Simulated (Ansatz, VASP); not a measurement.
# Mg: VASP beside Ansatz

INCAR

```
SYSTEM = Mg
PREC = Accurate ; ENCUT = 520
EDIFF = 1E-6 ; ISMEAR = -1
SIGMA = 0.05 ; LREAL = .FALSE.
LASPH = .TRUE. ; NELM = 60
ALGO = Normal ; ISIF = 2
LWAVE = .FALSE. ; LCHARG = .FALSE.
GGA = PE ; NBANDS = 9
```

The input KPOINTS:

```
Automatic mesh
0
G
  10 10 5
  0 0 0
```

Contents of POSCAR:

```
Mg
1.0
    3.1877604248      0.0000000000      0.0000000000
   -1.5938802124      2.7606815091      0.0000000000
    0.0000000000      0.0000000000      5.1753304900
Mg
2
Direct
    0.6666666667      0.3333333333      0.7500000000
    0.3333333333      0.6666666667      0.2500000000
```

Contents of input.yaml:

```yaml
crystal:
  lattice:
    - [3.1877604248, 0.0, 0.0]
    - [-1.5938802124, 2.7606815091, 0.0]
    - [0.0, 0.0, 5.17533049]
  atoms:
    - { symbol: Mg, position: [0.6666666667, 0.3333333333, 0.75] }
    - { symbol: Mg, position: [0.3333333333, 0.6666666667, 0.25] }
hamiltonian:
  xc: pbe
  pseudopotentials: { kind: paw }
kpoints:
  mp_grid: { grid: [10, 10, 5] }
scf:
  occupations: { method: fermi_dirac, width: 0.05 }
output:
  forces: true
  stress: true
  eigenvalues: true
  write_density: true
  write_potential: true
  elf: true
  volumetric_format: npy
```

Alike in both runs: task single point; functional PBE; k mesh 10 × 10 × 5; occupations fermi-dirac, width 0.05 eV; no spin polarisation.

|  | VASP | Ansatz |
| --- | --- | --- |
| version | VASP 6.6.1 | Ansatz 0.2.0 |
| potentials or method | VASP PAW PBE potentials, release 64 (Mg) | Ansatz PAW |
| plane-wave cutoff (eV) | 520 | 420 |
| valence electrons in the cell | 4 | 20 |

|  | VASP | Ansatz | Ansatz less VASP |
| --- | --- | --- | --- |
| gap on the k mesh at the Fermi level (eV) | none | none | - |
| pressure (GPa) | 0.2 | 0.3 | +0.13 |
| largest component of the traceless stress (GPa) | 0.75 | 0.75 | 0.000 |

A gap of «none» marks a metal or a gap that the smearing closes. The functional is the same, so the differences come from potentials, cutoffs and numerics. The two sets of potentials don't hold the same shells in valence.
